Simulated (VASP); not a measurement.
# TlBr (Pm-3m) in VASP: further runs

One crystal, TlBr, is run at these levels: PBE; tasks: single point.

Everything below comes from runs of VASP 6.6.1. Logs are shortened: lines on timing, memory, paths and dates and some standing lists are left out, and cuts for length are marked.

**1. The cell of the first run**

Symmetry: Pm-3m, No. 221, cubic system. Conventional cell: a = 3.926 Å, b = 3.926 Å, c = 3.926 Å, α = 90.00°, β = 90.00°, γ = 90.00°. Around Tl (site symmetry m-3m) lie 8 Br at 3.40 Å. Br (site symmetry m-3m) has 8 Tl at 3.40 Å as nearest neighbours.

**2. Single point, PBE (volume scaled by 0.96)**

The input, INCAR:

```
SYSTEM = TlBr
  PREC = Accurate
  ENCUT = 520
  EDIFF = 1E-7
  ISMEAR = -1
  SIGMA = 0.05
  LREAL = .False.
  LASPH = .True.
  NELM = 100
  ALGO = Normal
  ISIF = 2
  LWAVE = .False.
  LCHARG = .True.
  GGA = PE
  LELF = .True.
  LVHAR = .True.
  NBANDS = 17
```

The input, KPOINTS:

```
Automatic mesh
0
Gamma
  7 7 7
  0 0 0
```

The input, POSCAR:

```
TlBr
1.0
    3.9262096223      0.0000000000      0.0000000000
    0.0000000000      3.9262096223      0.0000000000
    0.0000000000      0.0000000000      3.9262096223
Tl Br
1 1
Direct
    0.0000000000      0.0000000000      0.0000000000
    0.5000000000      0.5000000000      0.5000000000
```

Potentials or basis: VASP PAW PBE potentials, release 64 (Tl_d, Br).

Launch:

```sh
$ cat potpaw_PBE.64/Tl_d/POTCAR potpaw_PBE.64/Br/POTCAR > POTCAR
$ mpirun -np 1 vasp_std > vasp.out
```

OUTCAR:

```text
SYSTEM = TlBr
   PREC = Accurate
   ENCUT = 520
   EDIFF = 1E-7
   ISMEAR = -1
   LREAL = .False.
   LASPH = .True.
   NELM = 100
   ISIF = 2
   GGA = PE

 ion  position               nearest neighbor table
   1  0.000  0.000  0.000-   2 3.40   2 3.40   2 3.40   2 3.40   2 3.40   2 3.40   2 3.40   2 3.40

   2  0.500  0.500  0.500-   1 3.40   1 3.40   1 3.40   1 3.40   1 3.40   1 3.40   1 3.40   1 3.40

  LATTYP: Found a simple cubic cell.
 ALAT       =     3.9262096223

  Lattice vectors:

 A1 = (   3.9262096223,   0.0000000000,   0.0000000000)
 A2 = (   0.0000000000,   3.9262096223,   0.0000000000)
 A3 = (   0.0000000000,   0.0000000000,   3.9262096223)

Analysis of symmetry for initial positions (statically):
=====================================================================
 Subroutine PRICEL returns:
 Original cell was already a primitive cell.

 Routine SETGRP: Setting up the symmetry group for a
 simple cubic supercell.

 Subroutine GETGRP returns: Found 48 space group operations
 (whereof 48 operations were pure point group operations)
 out of a pool of 48 trial point group operations.

The static configuration has the point symmetry O_h .

Analysis of symmetry for dynamics (positions and initial velocities):
=====================================================================
 Subroutine PRICEL returns:
 Original cell was already a primitive cell.

 Routine SETGRP: Setting up the symmetry group for a
 simple cubic supercell.

 Subroutine GETGRP returns: Found 48 space group operations
 (whereof 48 operations were pure point group operations)
 out of a pool of 48 trial point group operations.

The dynamic configuration has the point symmetry O_h .

 Subroutine INISYM returns: Found 48 space group operations
 (whereof 48 operations are pure point group operations),
 and found     1 'primitive' translations

----------------------------------------------------------------------------------------

                                     Primitive cell

  volume of cell :      60.5230

  direct lattice vectors                    reciprocal lattice vectors
     3.926209622  0.000000000  0.000000000     0.254698576  0.000000000  0.000000000
     0.000000000  3.926209622  0.000000000     0.000000000  0.254698576  0.000000000
     0.000000000  0.000000000  3.926209622     0.000000000  0.000000000  0.254698576

  length of vectors
     3.926209622  3.926209622  3.926209622     0.254698576  0.254698576  0.254698576

  position of ions in fractional coordinates (direct lattice)
     0.000000000  0.000000000  0.000000000
     0.500000000  0.500000000  0.500000000
[... 73 lines left out ...]
   LREAL  =      F    real-space projection
   EDIFFG = 0.1E-05   stopping-criterion for IOM
   NSW    =      0    number of steps for IOM
   IBRION =     -1    ionic relax: 0-MD 1-quasi-New 2-CG
   NFREE  =      0    steps in history (QN), initial steepest desc. (CG)
   ISIF   =      2    stress and relaxation
   ISYM   =      2    0-nonsym 1-usesym 2-fastsym
   POTIM  = 0.5000    time-step for ionic-motion
   TEBEG  =    0.0;   TEEND  =   0.0 temperature during run
   PSTRESS=    0.0 pullay stress
   NELECT =      20.0000    total number of electrons
   NUPDOWN=      -1.0000    fix difference up-down
   EMIN   =  10.00;   EMAX   =-10.00  energy-range for DOS
   EFERMI =   0.00;   METHOD = LEGACY
   ISMEAR =    -1;   SIGMA  =   0.05  broadening in eV -4-tet -1-fermi 0-gaus
   EFERMI_NEDOS =   21; number of points for ismear=-14 and -15
   IALGO  =     38    algorithm
   IMIX   =      4    mixing-type and parameters
     AMIX     =   0.40;   BMIX     =  1.00
     AMIX_MAG =   1.60;   BMIX_MAG =  1.00
  volume/ion in A,a.u.               =      30.26       204.21
  Fermi-wavevector in a.u.,A,eV,Ry     =   1.131822  2.138833 17.429340  1.281020
  Thomas-Fermi vector in A             =   2.268522
   LORBIT       =      0    0 simple, 1 ext, 2 COOP (PROOUT), +10 PAW based schemes
   GGA     = PE    functional components
   LHFCALC =     F    Hartree Fock is set to
   AEXX    =    0.0000 exact exchange contribution
   IVDW    =     0    specifies the selected vdW correction
   LEPSILON=     F    determine dielectric tensor
   LRPA    =     F    only Hartree local field effects (RPA)
 non-spin polarized calculation
  energy-cutoff  :      520.00
  volume of cell :       60.52
 maximum number of plane-waves:      1647
 NGX is ok and might be reduce to    30
   NGX = 15   NGY = 15   NGZ = 15

 number of electron      19.9999998 magnetization

 Free energy of the ion-electron system (eV)
  ---------------------------------------------------
  ext. energy  EPLUGINS =         0.00000000
  ---------------------------------------------------
  free energy    TOTEN  =        -5.50452040 eV

  energy without entropy =       -5.50452040  energy(sigma->0) =       -5.50452040

 E-fermi :   3.7294     XC(G=0):  -9.1649

 val. band max:        2.6491548078   @ k =   0.4286   0.0000   0.0000
 cond. band min:       4.8885823975   @ k =   0.4286   0.0000   0.0000
 fundamental gap:      2.2394275897
 Fermi energy:         3.7293791602

 k-point     1 :       0.0000    0.0000    0.0000
  band No.  band energies     occupation
      1     -11.1539      2.00000
      2      -7.3613      2.00000
      3      -7.3613      2.00000
      4      -7.1623      2.00000
      5      -7.1623      2.00000
      6      -7.1623      2.00000
[... 377 lines left out ...]
      4      -7.2861      2.00000
      5      -7.1119      2.00000
      6      -7.1119      2.00000
[... 9 lines left out ...]
     16      15.3874      0.00000
     17      19.5120      0.00000

------------------------ aborting loop because EDIFF is reached ----------------------------------------

  FORCE on cell =-STRESS in cart. coord.  units (eV):
  Direction    XX          YY          ZZ          XY          YZ          ZX
  --------------------------------------------------------------------------------------
  -------------------------------------------------------------------------------------
  Total        0.8878807      0.8878807      0.8878807      0.0000000      0.0000000      0.0000000
  in kB       23.5041598     23.5041598     23.5041598      0.0000000      0.0000000      0.0000000
  external PRESSURE =      23.5041598 kB  Pullay stress =       0.0000000 kB

 VOLUME and BASIS-vectors are now :
 -----------------------------------------------------------------------------
  energy-cutoff  :      520.00
  volume of cell :       60.52
      direct lattice vectors                 reciprocal lattice vectors
     3.926209622  0.000000000  0.000000000     0.254698576  0.000000000  0.000000000
     0.000000000  3.926209622  0.000000000     0.000000000  0.254698576  0.000000000
     0.000000000  0.000000000  3.926209622     0.000000000  0.000000000  0.254698576

 POSITION                                       TOTAL-FORCE (eV/Angst)
 -----------------------------------------------------------------------------------
      0.00000      0.00000      0.00000         0.000000      0.000000      0.000000
      1.96310      1.96310      1.96310         0.000000      0.000000      0.000000
 -----------------------------------------------------------------------------------
    total drift:                                0.000000     -0.000000     -0.000000

  FREE ENERGIE OF THE ION-ELECTRON SYSTEM (eV)
  ---------------------------------------------------
  free  energy   TOTEN  =        -5.5045204028 eV

  energy  without entropy=       -5.5045204027  energy(sigma->0) =       -5.50452040
```

It took 9.5 s on 1 thread of Intel Xeon 6975P-C (Granite Rapids), shared host; peak memory 0.17 GiB.

Results:

- Free energy: -5.5045 eV
- Pressure: 2.4 GPa
- Band gap on the k mesh: 2.24 eV, direct

Caveat: spin-orbit coupling is left out, which as a rule narrows the gap of such compounds by several tenths of an eV; an odd mesh through Γ misses points on the zone boundary, where band edges often lie.

**3. Single point, PBE (volume scaled by 0.94)**

The input, INCAR:

```
PREC = Accurate ; ENCUT = 520
EDIFF = 1E-7 ; ISMEAR = -1
SIGMA = 0.05 ; LREAL = False
LASPH = True ; NELM = 100
ALGO = Fast ; ISIF = 2
LWAVE = False ; LCHARG = False
GGA = PE ; NBANDS = 17
```

The input, KPOINTS:

```
Automatic mesh
0
Gamma
  7 7 7
```

The input, POSCAR:

```
TlBr
1.0
    3.8987527127      0.0000000000      0.0000000000
    0.0000000000      3.8987527127      0.0000000000
    0.0000000000      0.0000000000      3.8987527127
Tl Br
1 1
Direct
    0.0000000000      0.0000000000      0.0000000000
    0.5000000000      0.5000000000      0.5000000000
```

Potentials or basis: VASP PAW PBE potentials, release 64 (Tl_d, Br).

Launch:

```sh
$ cat potpaw_PBE.64/Tl_d/POTCAR potpaw_PBE.64/Br/POTCAR > POTCAR
$ mpirun -np 1 vasp_std > vasp.out
```

It took 11 s on 1 thread of Intel Xeon 6975P-C (Granite Rapids), shared host; peak memory 0.17 GiB.

It converged, with:

```
Free energy            : -5.4830 eV
Pressure               : 3.0 GPa
Band gap on the k mesh : 2.21 eV, direct
```

Levels at points of the mesh, in eV from the valence-band top:
```tsv
k point	band 8	band 9	band 10	band 11	band 12	band 13
(0.00, 0.00, 0.00)	-1.39	-1.39	-1.39	7.03	7.03	7.64
```

Caveat: spin-orbit coupling is left out, which as a rule narrows the gap of such compounds by several tenths of an eV; an odd mesh through Γ misses points on the zone boundary, where band edges often lie.
